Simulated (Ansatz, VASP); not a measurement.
# In in VASP and in Ansatz

Contents of INCAR:

```
SYSTEM = In
PREC     = Accurate       ! precision mode
ENCUT    = 520            ! plane-wave cutoff, eV
EDIFF    = 1E-7           ! SCF threshold, eV
ISMEAR   = -1             ! smearing method
SIGMA    = 0.05           ! smearing width, eV
LREAL    = .False.        ! projectors in reciprocal space
LASPH    = .True.         ! aspherical terms in the spheres
NELM     = 100            ! most SCF steps
ALGO     = Normal         ! electronic algorithm
ISIF     = 2              ! what is computed and relaxed
LWAVE    = .False.        ! write WAVECAR
LCHARG   = .True.         ! write CHGCAR
GGA      = PE             ! functional
LELF     = .True.         ! ELF
LVHAR    = .True.       
NBANDS   = 20             ! bands
```

File KPOINTS:

```
Automatic mesh
0
Gamma
  8 8 8
  0 0 0
```

Contents of POSCAR:

```
In
1.0
    0.0000000000      3.2520696876      3.2520696876
    3.2520696876      0.0000000000      3.2520696876
    3.2520696876      3.2520696876      0.0000000000
In
2
Direct
   -0.2375000000     -0.0875000000     -0.0875000000
    0.2375000000      0.0875000000      0.0875000000
```

Input for Ansatz:

```yaml
crystal:
  lattice:
    - [0.0, 3.2520696876, 3.2520696876]
    - [3.2520696876, 0.0, 3.2520696876]
    - [3.2520696876, 3.2520696876, 0.0]
  atoms:
    - { symbol: In, position: [-0.2375, -0.0875, -0.0875] }
    - { symbol: In, position: [0.2375, 0.0875, 0.0875] }
kpoints:
  mp_grid: { grid: [8, 8, 8] }
scf:
  occupations: { method: fermi_dirac, width: 0.05 }
hamiltonian:
  xc: pbe
  pseudopotentials: { kind: all_electron, lapw: { basis_error: 0.001 } }
output:
  forces: true
  stress: true
  eigenvalues: true
  populations: true
```

Change from the starting cell: shortest bond scaled by 0.7, LAPW.

Alike in both runs: task single point; functional PBE; k mesh 8 × 8 × 8; occupations fermi-dirac, width 0.05 eV; no spin polarisation.

|  | VASP | Ansatz |
| --- | --- | --- |
| version | VASP 6.6.1 | Ansatz 0.2.0 |
| potentials or method | VASP PAW PBE potentials, release 64 (In_d) | all-electron LAPW, scalar-relativistic |
| plane-wave cutoff (eV) | 520 | see its input |

```csv
,VASP,Ansatz,Ansatz less VASP
pressure (GPa),28.4,29.0,+0.61
largest component of the traceless stress (GPa),32.32,32.87,+0.547
rms of the force components (eV/Å),12.327,12.529,+0.2022
```

Atom by atom the forces differ by 0.202 eV/Å (rms over components). Ansatz ran all-electron here, so the differences hold the error of VASP's frozen core and of both bases.

Caveats: so large a pressure means that the cell lies far from this level's equilibrium, or that cutoff or potentials fall short (VASP); forces of over 1 eV/Å show positions far from the minimum, so gaps and moduli don't describe the material at rest.
